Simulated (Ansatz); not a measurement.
# Ag: a trial structure relaxed

Aim: relax Ag from this start, random cell without symmetry, and see where it ends.

Method: DFT PBE, scalar-relativistic, plane waves, PAW, in Ansatz 0.2.0.

## 1. The starting structure

The structure is triclinic, space group P1 (No. 1). Conventional cell: a = 3.850 Å, b = 4.904 Å, c = 5.381 Å, α = 110.64°, β = 94.57°, γ = 107.64°. Ag (site symmetry 1) has 1 Ag at 2.31 Å as nearest neighbours. Ag (site symmetry 1) is surrounded by 2 Ag at 2.16 to 2.39 Å. Ag (site symmetry 1) is surrounded by 3 Ag at 2.77 to 2.96 Å. Ag (site symmetry 1) is surrounded by 3 Ag at 2.16 to 2.39 Å.

Coordinates:

```cif
data_structure
_symmetry_space_group_name_H-M 'P1'
_symmetry_Int_Tables_number 1
_cell_length_a 3.8503
_cell_length_b 4.9044
_cell_length_c 5.3809
_cell_angle_alpha 110.637
_cell_angle_beta 94.572
_cell_angle_gamma 107.644
_cell_volume 88.61
loop_
_atom_site_label
_atom_site_type_symbol
_atom_site_symmetry_multiplicity
_atom_site_Wyckoff_symbol
_atom_site_fract_x
_atom_site_fract_y
_atom_site_fract_z
_atom_site_occupancy
Ag1 Ag 1 a 0.08124 0.47954 0.30506 1
Ag2 Ag 1 a 0.71967 0.22252 0.64829 1
Ag3 Ag 1 a 0.54487 0.75667 0.85968 1
Ag4 Ag 1 a 0.06839 0.97828 0.44918 1
```

## 2. A loose first relaxation

File input.yaml:

```yaml
crystal:
  lattice:
    - [5.2374008988, 0.0, 0.0]
    - [2.0912233834, 4.9579411552, 0.0]
    - [-1.7377043604, 0.399835873, 3.4124928654]
  atoms:
    - { symbol: Ag, position: [0.4795364818, 0.6949442147, 0.3983005289] }
    - { symbol: Ag, position: [0.2225240285, 0.3517097181, 0.5028581707] }
    - { symbol: Ag, position: [0.756671119, 0.14032083, 0.2118022165] }
    - { symbol: Ag, position: [0.9782763426, 0.5508210738, 0.9098861742] }
basis:
  ecutwfc: 420
kpoints:
  mp_grid: { grid: [4, 4, 6] }
hamiltonian:
  xc: pbe
scf:
  occupations: { method: gaussian, width: 0.1 }
  lower_state_search: "off"
output:
  forces: true
  stress: true
  eigenvalues: true
relax:
  adjacent_minimum: "off"
  f_tol: 0.04
  max_steps: 70
  cell: { stress_tol: 0.4 }
```

Further runs follow: a loose first relaxation; full relaxation.

What does the calculation give?

As calculated:

| quantity | value |
| --- | --- |
| cell (conventional) | a = 4.147 Å, b = 4.147 Å, c = 4.147 Å, α = 90.00°, β = 90.00°, γ = 90.00° |
| space group | Fm-3m (No. 225) |
| volume | 17.83 Å³/atom |
| gap on the mesh | none (metal) |

The structure ended in another space group than at the start: P1 to Fm-3m.
